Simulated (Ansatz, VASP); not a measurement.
## One calculation of Re, two programs

Contents of INCAR:

```
PREC     = Accurate       # precision mode
ENCUT    = 520            # plane-wave cutoff, eV
EDIFF    = 1E-6           # SCF threshold, eV
ISMEAR   = 0              # smearing method
SIGMA    = 0.15           # smearing width, eV
LREAL    = False          # projectors in reciprocal space
LASPH    = True           # aspherical terms in the spheres
NELM     = 100            # most SCF steps
ALGO     = Normal         # electronic algorithm
ISIF     = 2              # what is computed and relaxed
LWAVE    = False          # write WAVECAR
LCHARG   = False          # write CHGCAR
GGA      = PE             # functional
NBANDS   = 14             # bands
```

Contents of KPOINTS:

```
regular mesh
0
Gamma
  21 21 12
```

File POSCAR:

```
Re
1.0
    2.7653363785      0.0000000000     -0.0276533638
   -1.3826681893      2.3948515538      0.0138266819
   -0.0447357663      0.0000000000      4.4735766300
Re
2
Direct
    0.3333333333      0.6666666667      0.2500000000
    0.6666666667      0.3333333333      0.7500000000
```

Input for Ansatz:

```yaml
crystal:
  lattice:
    - [2.7653363785, 0.0, -0.0276533638]
    - [-1.3826681893, 2.3948515538, 0.0138266819]
    - [-0.0447357663, 0.0, 4.47357663]
  atoms:
    - { symbol: Re, position: [0.3333333333, 0.6666666667, 0.25] }
    - { symbol: Re, position: [0.6666666667, 0.3333333333, 0.75] }
basis:
  ecutwfc: 420
kpoints:
  mp_grid: { grid: [21, 21, 12] }
hamiltonian:
  xc: pbe
scf:
  occupations: { method: gaussian, width: 0.15 }
output:
  forces: true
  stress: true
  eigenvalues: true
```

Change from the starting cell: strain -0.0200 x Voigt [0, 0, 0, 0, 1, 0], atoms carried along.

Alike in both runs: task single point; functional PBE; k mesh 21 × 21 × 12; occupations gaussian, width 0.15 eV; no spin polarisation.

```csv
,VASP,Ansatz
version,VASP 6.6.1,Ansatz 0.2.0
potentials or method,"VASP PAW PBE potentials, release 64 (Re)","scalar-relativistic, plane waves, PAW"
plane-wave cutoff (eV),520,420
valence electrons in the cell,14,30
```

Ansatz gave:

| Quantity | Value |
| --- | --- |
| gap on the k mesh at the Fermi level (eV) | none |
| pressure (GPa) | 3.5 |
| largest component of the traceless stress (GPa) | 3.28 |

Task: Which values does VASP return?

Result: gap on the k mesh at the Fermi level (eV): none; pressure (GPa): 3.1; largest component of the traceless stress (GPa): 3.25.

A gap of «none» marks a metal or a gap that the smearing closes. The two sets of potentials don't hold the same shells in valence.

Spin-orbit coupling is left out, which matters for the levels of Re.
